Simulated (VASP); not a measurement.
A run of VASP 6.6.1 is set up as follows.

The input INCAR:

```
SYSTEM = Zr
PREC = Accurate
ENCUT = 520
EDIFF = 1E-6
ISMEAR = 0
SIGMA = 0.1
LREAL = .FALSE.
LASPH = .TRUE.
NELM = 100
ALGO = Fast
ISIF = 2
LWAVE = .FALSE.
LCHARG = .FALSE.
GGA = PE
NBANDS = 25
```

The input KPOINTS:

```
regular mesh
0
G
  12 12 14
  0 0 0
```

File POSCAR:

```
Zr
1.0
    5.0423649889      0.0000000000      0.0000000000
   -2.5211824945      4.3668161755      0.0000000000
    0.0000000000      0.0000000000      3.1491838129
Zr
3
Direct
    0.6666666667      0.3333333333      0.5000000000
    0.3333333333      0.6666666667      0.5000000000
    0.0000000000      0.0000000000      0.0000000000
```

Potentials or basis: VASP PAW PBE potentials, release 64 (Zr_sv).

Command:

```console
$ cat potpaw_PBE.64/Zr_sv/POTCAR > POTCAR
$ mpirun -np 1 vasp_std > vasp.out
```

(1) Estimate the band gap on the k mesh.

(2) Estimate the pressure.

## Answers

(1) none (metal or under the smearing width).

(2) 0.0 GPa.
